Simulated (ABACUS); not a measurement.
A run of ABACUS 3.10.1 is set up as follows.

Contents of INPUT:

```
INPUT_PARAMETERS
suffix              Dy
calculation         scf
basis_type          pw
pseudo_dir          ./
symmetry            1
dft_functional      pbe
ecutwfc             47
pseudo_rcut         10
nspin               2
nbands              10
ks_solver           dav
smearing_method     fd
smearing_sigma      0.00367493
scf_thr             1e-08
scf_nmax            100
mixing_type         broyden
mixing_beta         0.4
cal_force           1
cal_stress          1
out_chg             1
out_pot             2
out_elf             1
```

STRU

```
ATOMIC_SPECIES
Dy 162.5000 Dy.upf

LATTICE_CONSTANT
1.8897261246

LATTICE_VECTORS
-2.0003821482 2.0003821482 2.0003821482
2.0003821482 -2.0003821482 2.0003821482
2.0003821482 2.0003821482 -2.0003821482

ATOMIC_POSITIONS
Direct

Dy
0.0
1
0.0000000000 0.0000000000 0.0000000000 1 1 1 mag 0
```

Contents of KPT:

```
K_POINTS
0
Gamma
9 9 9 0 0 0
```

Potentials or basis: PseudoDojo NC SR 0.4.1 PBE standard, lanthanides 3+ (f in core), plane waves.

Launch:

```console
$ OMP_NUM_THREADS=1 mpirun -np 4 abacus > log
```

Task: Predict the absolute moment.

Result: 0.02 μB per cell.

Task: Predict the net moment.

Result: 0.02 μB per cell.

Task: Predict the band gap on the k mesh.

Result: None (metal or under the smearing width).

Caveat: the magnetic or orbital state may not be the lowest; all typed moments are zero, and the program then starts from 1 μB on every atom; spin-orbit coupling is left out, which moves the levels of the heavy elements; the 4f electrons are frozen in the core as for a trivalent ion, so they carry no moment and show no levels. The state reached can hang on the start; a lower one may exist.
